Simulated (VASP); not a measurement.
# GaN (F-43m) under a change of volume

Strain engineering needs slopes: what does a change of volume do to the lattice and the band edges of GaN?

Main program and level: VASP 6.6.1; LDA; plane waves and PAW (Ga_d, N); cell typed or built by script, in the first sound run; inputs show where later runs differ.

Report form: the programs' logs are mostly left out.

**1. The structure**

It takes space group F-43m (No. 216, cubic). The conventional cell has a = 4.500 Å, b = 4.500 Å, c = 4.500 Å, α = 90.00°, β = 90.00°, γ = 90.00°. Nearest to Ga lie 4 N at 1.95 Å. N has 4 Ga at 1.95 Å nearest. Farther neighbours and most contacts between anions are not listed.

**2. Relax the crystal, LDA**

The series starts from the cell that this level prefers, so that zero strain is near zero stress.

This step took 2 runs in a row; the last is shown.

Level: LDA; plane waves and PAW (Ga_d, N); cell typed or built by script.

Contents of INCAR:

```
SYSTEM = GaN
PREC = Accurate
ENCUT = 600
EDIFF = 1E-07
NELM = 120
ISMEAR = 0
SIGMA = 0.02
LREAL = .FALSE.
ALGO = Normal
GGA = CA
NBANDS = 15
LASPH = .TRUE.
LORBIT = 11
LWAVE = .FALSE.
LCHARG = .FALSE.
KPAR = 16
IBRION = 2
NSW = 40
ISIF = 3
EDIFFG = -0.005
POTIM = 0.4
```

Contents of POSCAR:

```
GaN
1.0
    0.0000000000      2.2313343091      2.2313343091
    2.2313343091      0.0000000000      2.2313343091
    2.2313343091      2.2313343091      0.0000000000
Ga N
1 1
Direct
    0.0000000000      0.0000000000      0.0000000000
    0.2500000000      0.2500000000      0.2500000000
```

Contents of KPOINTS:

```
Automatic mesh
0
Gamma
11 11 11
0 0 0
```

The projector-augmented-wave data sets are Ga_d and N (LDA family, release 64).

Run with:

```bash
$ mpirun -np 16 vasp_std
```

Run time: 3 s. Hardware: 16 MPI ranks of AMD EPYC 9R45, shared host; peak memory 2.4 GiB.

This run gave:

| Property | Result |
| --- | --- |
| energy(sigma→0) of the program | -13.9446 eV |
| stress, compression positive | xx, yy, zz 0.01, 0.01, 0.01 GPa |
| volume | 22.219 Å³ |
| ionic steps | 1 |

**3. Relax at fixed volume, LDA**

One member in full: the volume is scaled by 0.985, and the cell is held.

Level: LDA; plane waves and PAW (Ga_d, N); cell typed or built by script.

INCAR, as its differences from that of step 2:

```diff
@@ -15,7 +15,8 @@
 LCHARG = .FALSE.
-KPAR = 16
+KPAR = 4
 IBRION = 2
 NSW = 40
-ISIF = 3
-EDIFFG = -0.005
+ISIF = 2
+EDIFFG = -0.004
 POTIM = 0.4
+MAXMIX = 40
```

Contents of POSCAR:

```
GaN
1.0
    0.0000000000      2.2201213846      2.2201213846
    2.2201213846      0.0000000000      2.2201213846
    2.2201213846      2.2201213846      0.0000000000
Ga N
1 1
Direct
    0.0000000000      0.0000000000      0.0000000000
    0.2500000000      0.2500000000      0.2500000000
```

KPOINTS is that of step 2.

Run with:

```bash
$ mpirun -np 4 vasp_std
```

Wall time 6 s (4 MPI ranks); peak memory 0.54 GiB.

This run gave:

| Property | Result |
| --- | --- |
| energy(sigma→0) of the program | -13.9410 eV |
| stress, compression positive | xx, yy, zz 3.16, 3.16, 3.16 GPa |
| ionic steps | 1 |

**4. Band edges, HSE06**

Short lines in KPOINTS_OPT sample the zone centre, for masses, and the other valleys.

Level: HSE06; plane waves and PAW (Ga_d, N); cell typed or built by script.

Contents of INCAR:

```
SYSTEM = GaN
PREC = Accurate
ENCUT = 600
EDIFF = 1E-06
NELM = 100
ISMEAR = 0
SIGMA = 0.02
LREAL = .FALSE.
ALGO = Normal
LHFCALC = .TRUE.
AEXX = 0.25
GGA = PE
HFSCREEN = 0.2
LASPH = .TRUE.
NBANDS = 14
PRECFOCK = Fast
LWAVE = .FALSE.
LCHARG = .FALSE.
KPAR = 4
```

POSCAR is that of step 3.

Contents of KPOINTS:

```
Automatic mesh
0
Gamma
6 6 6
0 0 0
```

Contents of KPOINTS_OPT:

```
Line mode
6
Line-mode
Reciprocal
  0.00000000   0.00000000   0.00000000
  0.01766716   0.01766716   0.00000000

  0.00000000   0.00000000   0.00000000
  0.00000000  -0.01766716  -0.01766716

  0.31000000   0.31000000   0.00000000
  0.50000000   0.50000000   0.00000000

  0.00000000   0.31000000   0.31000000
  0.00000000   0.50000000   0.50000000

  0.45000000   0.45000000   0.45000000
  0.50000000   0.50000000   0.50000000

  0.45000000   0.00000000   0.00000000
  0.50000000   0.00000000   0.00000000

  0.42500000   0.42500000   0.00000000
  0.42500000   0.44266716   0.01766716

  0.50000000   0.50000000   0.50000000
  0.48750743   0.51249257   0.50000000
```

Run with:

```bash
$ mpirun -np 4 vasp_std
```

It took 8 min on 4 MPI ranks; peak memory 1.1 GiB.

Read from the output:

```
energy(sigma→0) of the program : -14.7485 eV
```

**5. The table**

Hybrid runs start from orbitals of a short LDA run, not shown.

Runs beyond LDA use the data sets made with LDA; this shifts their levels slightly, and their total energies have another zero.

The other members went through these steps as far as the tables show, with the same cutoff and, step by step, the same mesh; 26 runs are not shown. The session took 4.6 core hours (wall time by ranks) on a shared machine.

```tsv
volume over the relaxed volume	volume (Å³/atom)	pressure (GPa)	energy above the unstrained row (meV/atom)	gap on the mesh, LDA (eV)
0.940	10.443	14.296	28.997	2.341
0.955	10.610	10.281	16.023	2.239
0.970	10.776	6.578	7.067	2.138
0.985	10.943	3.162	1.822	2.038
1	11.110	0.010	0.000	1.940
1.015	11.276	-2.897	1.328	1.844
1.030	11.443	-5.575	5.577	1.748
1.045	11.609	-8.047	12.504	1.655
1.060	11.776	-10.345	21.915	1.562
```

A cubic of the pressure in ln(V/V₀) through all rows has the slope −B at V₀: B = 202 GPa, and its curvature gives B′ = 4.4.

Band edges at HSE06, counted from the valence-band top at Γ, with one row partly withheld:

```tsv
volume over the relaxed volume	gap (eV)	conduction band at Γ (eV)	Δ or X valley along z (eV)	lowest conduction level at L, [111] (eV)	second valence level below the top (eV)	third valence level below the top (eV)
0.940	3.685	3.686	4.534	6.810	0.000	0.000
0.955	?	?	4.524	6.687	0.000	0.000
0.970	3.450	3.450	4.513	6.565	0.000	0.000
0.985	3.334	3.335	4.503	6.445	0.000	0.000
1	3.221	3.221	4.492	6.327	0.000	0.000
1.015	3.109	3.109	4.481	6.212	0.000	0.000
1.030	2.998	2.998	4.469	6.098	0.000	0.000
1.045	2.889	2.889	4.458	5.986	0.000	0.000
1.060	2.782	2.782	4.447	5.876	0.000	0.000
```

Conduction masses, in electron masses (the axis is [001]):

```tsv
volume over the relaxed volume	conduction mass at Γ, along the strain axis or the normal of the plane
0.940	0.227
0.955	0.220
0.970	0.213
0.985	0.208
1	0.202
1.015	0.196
1.030	0.191
1.045	0.185
1.060	0.178
```

**6. A fit to the known rows**

The quantity to fit is the conduction level at Γ above the mean of the three top valence levels at HSE06: 3.686, 3.450, 3.335, 3.221, 3.109, 2.998, 2.889, 2.782 eV in the rows shown.

Fitting a parabola to the 8 known rows (u: logarithm of the volume ratio) gives E = − 0.2256 u² − 7.525 u + 3.221 in eV; the residuals are 7.8e-5 eV r.m.s.

For the withheld row, u = -0.04604, the fit gives 3.5668 eV.

**7. Checking the prediction**

The calculation gives 3.5669 eV, so the prediction is 0.0001 eV too low.

**8. Outcome**

```yaml
bulk_modulus: 202 GPa
gap_of_the_unstrained_cell_hse06: 3.22 eV
de_d_ln_v_of_the_conduction_level_at_gamma_above_the_mean_of_the_three_top_valence_levels_hse06: -7.52 eV
error_of_the_predicted_row: -0.1 meV
```

What this shows: The slope of the energy gives 0.19 GPa at the relaxed volume where the pressure column has 0.01 GPa, a mark of the finite basis. At HSE06 the lowest conduction valley is Γ throughout, and the gap runs between 2.78 and 3.69 eV. Hole masses are left out throughout, since the top bands are degenerate or cross in many series; of conduction masses, those of the Γ, L and (for Si and Ge under (001) strain) Δ valleys are kept where they change by under an eighth between rows. HSE06 ran on a coarser mesh than the semilocal levels. Spin-orbit coupling is left out at HSE06, so the valence splittings there lack it. Δ or X levels are the lowest on their line, refined by a parabola unless they lie at X; the gap is read from all points sampled and can differ from the lowest valley by some meV, or by tens of meV where strain moves the valence top off Γ. Temperature, zero-point motion and excitons are left out.

[Lines on the potential files, build, host, timing and source positions are cut from VASP's logs without a mark.]

[Logs are printed without paths, hosts, clocks, repeated set-up lines and the standing remarks that a program may print on its own settings, such as how far it seeks lower states.]

[Hosts, paths, dates, database ids (printed as entryN), source tags and the programs' standing remarks are cut or masked in the printed files.]

[In band tables of VASP the shares of atoms and orbitals are scaled to a sum of 1 inside the atoms' spheres.]
